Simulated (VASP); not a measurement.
Runs of VASP 6.6.1 on PbS (Galena). It takes space group Fm-3m (No. 225, cubic). The conventional cell has a = 5.931 Å, b = 5.931 Å, c = 5.931 Å, α = 90.00°, β = 90.00°, γ = 90.00°. Pb (site symmetry m-3m) has 6 S at 2.97 Å as nearest neighbours. S (site symmetry m-3m) has 6 Pb at 2.97 Å as nearest neighbours. 

| task | level | cell | k mesh | cutoff (eV) | optimiser | grid for exact exchange (PRECFOCK) | exchange at q = 0 | mesh quality | gap on the mesh (eV) | pressure (GPa) | relaxed volume (Å³/atom) |
| --- | --- | --- | --- | --- | --- | --- | --- | --- | --- | --- | --- |
| relaxation of cell and atoms | r2SCAN | relaxed | 8 × 8 × 8 | 600 | - | - | - | not flagged | 0.70 | 0.0 | (a) |
| relaxation of cell and atoms | r2SCAN+D3(BJ) | relaxed | 8 × 8 × 8 | 600 | - | - | - | not flagged | (b) | -0.1 | 26.25 |
| relaxation of cell and atoms | TPSS | relaxed | 8 × 8 × 8 | 600 | - | - | - | not flagged | 0.48 | 0.0 | 26.87 |
| relaxation of the atoms | r2SCAN | atoms relaxed from: atoms moved at random, drawn with an rms of 0.05 Å | 6 × 6 × 6 | 520 | BFGSLineSearch | - | - | not flagged | 0.62 | 1.3 | - |
| relaxation of cell and atoms | r2SCAN50 | relaxed | 4 × 4 × 4 | 600 | - | Fast | truncated | coarse | (c) | 0.0 | 26.27 |

Alike in all rows: potentials or basis VASP PAW PBE potentials, release 64 (Pb_d, S); no spin polarisation; smearing gaussian 0.05 eV.

**Question.** Estimate the missing entries.

**Answer.** (a) 26.66; (b) 0.65; (c) 2.65.

Caveats: some runs use coarse meshes; the PAW data sets were made with another functional, which shifts forces and pressure a little; spin-orbit coupling is left out, which as a rule narrows the gap of such compounds by several tenths of an eV.

A k mesh can miss the band edges, and the runs leave out spin-orbit coupling on Pb.
